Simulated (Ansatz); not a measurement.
# Hf2NS2 MXene monolayer in a perpendicular field, part 2 of 2

Wanted: the out-of-plane response of the Hf2NS2 MXene monolayer. A positive field points along +c.

Ansatz 0.2.0; plane-wave DFT, PBE-D3(BJ), Ansatz PAW.

So far. Step 8 (Response, atoms held): The induced dipole is that of a conductor 7.41 Å thick. Step 9 (Relaxing in the field, field 0.1 V/Å): The dipole is 0.0409 e·Å.

## (10) Field on, atoms free, field -0.1 V/Å

The opposite sign, again from the field-free geometry; the difference of the two cancels what relaxes without a field.

input.yaml reads:

```yaml
crystal:
  lattice:
    - [3.3828883401, 0.0, 0.0]
    - [-1.6914441701, 2.9296672407, 0.0]
    - [0.0, 0.0, 23.6700990949]
  atoms:
    - { symbol: S, position: [0.3333333333, 0.6666666667, 0.3802265451] }
    - { symbol: Hf, position: [0.6666666667, 0.3333333333, 0.4461341851] }
    - { symbol: "N", position: [0.0, 0.0, 0.5] }
    - { symbol: Hf, position: [0.3333333333, 0.6666666667, 0.5538658149] }
    - { symbol: S, position: [0.6666666667, 0.3333333333, 0.6197734549] }
kpoints:
  mp_grid: { grid: [12, 12, 1] }
hamiltonian:
  xc: pbe
  dispersion: d3bj
scf:
  occupations: { method: fermi_dirac, width: 0.05 }
  convergence: { dr2_threshold: 1.0e-10 }
efield:
  axis: 3
  dipole_correction: true
  ramp_position: 0.97
  ramp_width: 0.06
  amplitude: -0.1
relax:
  f_tol: 0.001
  max_steps: 60
output:
  write_potential: true
  write_density: true
  volumetric_format: npy
```

The run is started by

```console
> ansatz run input.yaml --threads 4 --pin off --max-ram 6144MiB --backend cpu --events-out ev --progress --plain --runs-dir out
```

Wall time 14 s (4 threads of Arm Neoverse V2, shared host); peak memory 0.6 GiB; 53 s of CPU time.

No atom moved by 0.005 Å in the relaxation.

This step gave:

* dipole along the normal: -0.04091 e·Å

The relaxation took 4 steps and lowered the energy by 1.8e-5 eV; the largest force on the free atoms ends at 9.5e-4 eV/Å.

The dipole is -0.0409 e·Å.

## (11) Response, atoms relaxed

This step: plane-wave DFT, PBE-D3(BJ), Ansatz PAW; response to a field along the normal, atoms relaxed (Ansatz 0.2.0).

The same analysis on the two relaxed runs holds the ionic part too; their mesh is coarser, so small differences from the held value can come from that.

This step gave:

```yaml
equivalent_conductor_thickness_p_eps_0ae: 7.470 Å
```

Dipole of the cell against applied field:

```
applied field (V/Å)  dipole of the cell (e·Å)
            -0.1000                   -0.0409
             0.1000                    0.0409
```

Local field over the applied field, running mean. From the potentials at -0.1 and 0.1 V/Å; running mean over 2.5 Å. Table of local field over applied field by z:

```
z (Å)  local field over applied field
 4.14                           1.000
 4.59                           0.999
 5.03                           0.998
 5.33                           0.995
 5.77                           0.987
 6.21                           0.964
 6.66                           0.909
 7.10                           0.799
 7.40                           0.716
 7.84                           0.580
 8.28                           0.449
 8.73                           0.299
 9.17                           0.147
 9.62                          0.0606
 9.91                          3.3e-4
10.36                         -0.0165
10.80                          0.0315
11.24                          0.0541
11.69                          0.0494
11.98                          0.0494
12.43                          0.0541
12.87                          0.0315
13.31                         -0.0165
13.76                          3.2e-4
14.05                          0.0606
14.50                           0.147
14.94                           0.299
15.39                           0.449
15.83                           0.580
16.27                           0.716
16.57                           0.799
17.01                           0.909
17.46                           0.964
17.90                           0.987
18.34                           0.995
18.64                           0.998
19.08                           0.999
19.53                           1.000
```

Electrons, planar mean, per unit field. Induced electron density against z:

```
z (Å)  induced electron density (e/Å³ per V/Å)
  4.5                                   2.2e-6
  5.0                                   7.9e-6
  5.5                                   2.8e-5
  6.0                                   9.5e-5
  6.5                                   3.0e-4
  7.0                                   8.9e-4
  7.5                                  0.00234
  8.0                                  0.00454
  8.5                                  0.00341
  9.0                                   2.5e-4
  9.5                                 -0.00261
 10.0                                  -0.0212
 10.5                                 -0.00825
 11.0                                   0.0273
 11.5                                  0.00771
 12.0                                 -0.00331
 12.5                                  -0.0202
 13.0                                  -0.0139
 13.5                                   0.0281
 14.0                                  0.00614
 14.5                                   1.6e-5
 15.0                                 -0.00188
 15.5                                 -0.00487
 16.0                                 -0.00308
 16.5                                 -0.00126
 17.0                                  -4.4e-4
 17.5                                  -1.4e-4
 18.0                                  -4.3e-5
 18.5                                  -1.2e-5
 19.0                                  -3.4e-6
 19.5                                  -9.5e-7
```

The induced dipole is that of a conductor 7.47 Å thick.

## (12) Varying the input

This step: plane-wave DFT, PBE-D3(BJ), Ansatz PAW (Ansatz 0.2.0).

An input spoilt on purpose, to show how the run answers: it repeats the earlier run at 0.1 V/Å with basis.ecutwfc to 400 K, and scf.max_iter set to 75; its output block differs too.

input.yaml, the sections that differ from step 10:

```yaml
kpoints:
  mp_grid: { grid: [18, 18, 1] }
  band_path:
    path: [[0, 0, 0], [0.5, 0, 0], [0.33333333, 0.33333333, 0], [0, 0, 0]]
    npoints: 16
scf:
  occupations: { method: fermi_dirac, width: 0.05 }
  convergence: { dr2_threshold: 1.0e-10 }
  max_iter: 75
efield:
  axis: 3
  dipole_correction: true
  ramp_position: 0.97
  ramp_width: 0.06
  amplitude: 0.1
basis:
  ecutwfc: "400 K"
# crystal, hamiltonian, output: as in step 10
# relax: removed
```

Run time: 0.05 s. Hardware: 4 threads; peak memory 0.081 GiB; 0.07 s of CPU time.

The input was rejected at the start.

The program's message: “Error: inconsistent input (basis.ecutwfc, kpoints): the smallest per-k basis holds n_pw = 0 plane waves (k-point 1, counted from 0 among those solved) but the deck needs at least 36 band(s) per channe …”

The fault put into the input: a cutoff in the wrong unit.

## (13) The same run with other settings

An input spoilt on purpose, to show how the run answers: it repeats the earlier run at 0.1 V/Å with kpoints.mp_grid.grid from [18, 18, 1] to [0, 18, 1], and scf.max_iter set to 60.

input.yaml, as its differences from that of step 12:

```diff
@@ -12,3 +12,3 @@
 kpoints:
-  mp_grid: { grid: [18, 18, 1] }
+  mp_grid: { grid: [0, 18, 1] }
   band_path:
@@ -22,3 +22,3 @@
   convergence: { dr2_threshold: 1.0e-10 }
-  max_iter: 75
+  max_iter: 60
 efield:
@@ -33,3 +33 @@
   volumetric_format: npy
-basis:
-  ecutwfc: "400 K"
```

Run time: 0.05 s. Hardware: 4 threads; peak memory 0.08 GiB; 0.07 s of CPU time.

The input was rejected at the start.

The program's message: “Error: invalid value for `kpoints.mp_grid.grid`: each dimension must be in 1..=255”

The fault put into the input: a zero in the mesh.

## (14) Results

```json
{
 "gap without field": "none",
 "work function, upper face": "5.57 eV",
 "equivalent conductor thickness, atoms held": "7.41 Å",
 "equivalent conductor thickness, atoms relaxed": "7.47 Å"
}
```

In words: The induced dipole equals that of a perfect conductor 7.41 Å thick, while the outer atoms lie 5.67 Å apart. Letting the atoms follow the field adds 0.06 Å to the equivalent conductor thickness: the ionic part of the response. There is no gap over 0.03 eV, with or without the field. The first relaxation ran with spin and lost its moment, and the later runs have none; other magnetic states were not tried. Spin-orbit coupling is left out, which matters for the bands of elements this heavy. The MXene's terminations sit over the metal atoms of its far layer; the site over carbon or nitrogen, which some compounds prefer, was not run.

[Long decimals in the printed logs are rounded to 6 places.]

[Logs are printed without paths, hosts, clocks, repeated set-up lines and the standing remarks that a program may print on its own settings, such as how far it seeks lower states.]

[Hosts, paths, dates, database ids (printed as entryN), source tags and the programs' standing remarks are cut or masked in the printed files.]

[Maps of the electrostatic potential energy from Ansatz leave out the sawtooth potential of an applied field or a dipole correction, so their vacuum need not be flat; planar profiles and work functions include it.]
